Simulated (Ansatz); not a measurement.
**Sb under changes of volume**

One of the cells (29.904 Å³/atom); the others are scaled copies at fixed shape and fractional positions:

```
CELL_PARAMETERS angstrom
3.12240 0.00000 0.00000
0.00000 4.34752 0.00000
-0.03891 0.00000 4.40585
ATOMIC_POSITIONS crystal
Sb 0.01139 0.25000 0.24117
Sb 0.98861 0.75000 0.75883
```

This isn't the form of Sb at room conditions, which is rhombohedral.

```yaml
Program: Ansatz 0.2.0
Functional: HSE06
Potentials_or_basis: Ansatz PAW
Cutoff: "420 eV (not typed: the program's choice for these potentials)"
k_mesh: 6 × 4 × 4
Occupations: fermi-dirac, width 0.05 eV
Spin: no spin polarisation
```

```tsv
volume (Å³/atom)	energy over the lowest point (meV/atom)	pressure (GPa)	largest force (eV/Å)
28.110	9.03	2.7	0.075
28.708	2.00	1.2	0.050
29.306	0.00	-0.1	0.040
29.904	2.61	-1.3	0.051
30.502	?	?	?
31.100	20.31	-3.4	0.097
31.698	34.65	-4.3	0.122
```

What does the run at 30.502 Å³/atom give?

Energy over the lowest point 9.50 meV/atom; pressure -2.4 GPa; largest force 0.072 eV/Å.

Worked out: A Birch-Murnaghan fit of order 3 (a polynomial in V^(-2/3)) to the other rows has its minimum at 29.26 Å³/atom with B0 = V·E''(V) = 61 GPa and B' = 3.2 at fixed shape and positions, which overstates the stiffness. It gives 9.51 meV/atom at 30.502 Å³/atom, against the run's 9.50, and -dE/dV = -2.4 GPa, against -2.4.

Energies are extrapolated to zero smearing.

Caveats: some runs use coarse meshes; the PAW data sets come from PBE, with cores solved anew for the run's functional, which leaves a small shift of forces and pressure; the thresholds are loose for stress.
